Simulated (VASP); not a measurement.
Crystal: HfS2.

```xyz
3
Lattice="3.6397 0.0000 0.0000 -1.8198 3.1520 0.0000 0.0000 0.0000 6.0556" Properties=species:S:1:pos:R:3 pbc="T T T"
Hf    0.0000    0.0000    0.0000
S     1.8198    1.0507    4.6262
S     0.0000    2.1014    1.4294
```

The cell is a database's computed one.

```yaml
Program: VASP 6.6.1
Task: relaxation of cell and atoms
Functional: PBE
Dispersion: D3(BJ)
Potentials_or_basis: VASP PAW PBE potentials, release 64 (Hf_pv, S)
Cutoff: 600 eV
k_mesh: 9 × 9 × 5
Occupations: gaussian, width 0.03 eV
Spin: no spin polarisation
```

At the start: pressure -1.0 GPa; volume 23.16 Å³/atom.

How do energy, volume and symmetry change on relaxing?

Over 13 steps the energy falls by 9.9 meV/atom and the volume is 21.55 Å³/atom (-6.9 %); space group P-3m1 (No. 164, to 0.05 Å).

Step by step:
```tsv
step	energy change (eV)	largest force (eV/Å)	pressure (GPa)	volume (Å³)
1	0.0000	0.1620	-1.05	69.47
2	-0.0063	0.3158	0.69	67.96
3	-0.0064	0.2992	0.54	68.12
4	-0.0120	0.1578	0.15	67.80
5	-0.0134	0.0495	-0.13	67.56
6	-0.0167	0.0398	-0.23	67.30
7	-0.0244	0.0082	-0.52	66.52
8	-0.0259	0.0638	-0.91	64.92
9	-0.0279	0.0192	-0.73	65.70
10	-0.0287	0.1172	0.54	64.57
11	-0.0292	0.0652	0.06	64.99
12	-0.0296	0.0379	0.03	64.84
13	-0.0298	0.0014	0.02	64.65
```

Final structure:
```
Hf S
1.0
     3.59684    0.00000    0.00000
    -1.79842    3.11495    0.00000
     0.00000    0.00000    5.77000
Hf S
1 2
Direct
  0.00000 0.00000 0.00000
  0.66667 0.33333 0.74784
  0.33333 0.66667 0.25216
```
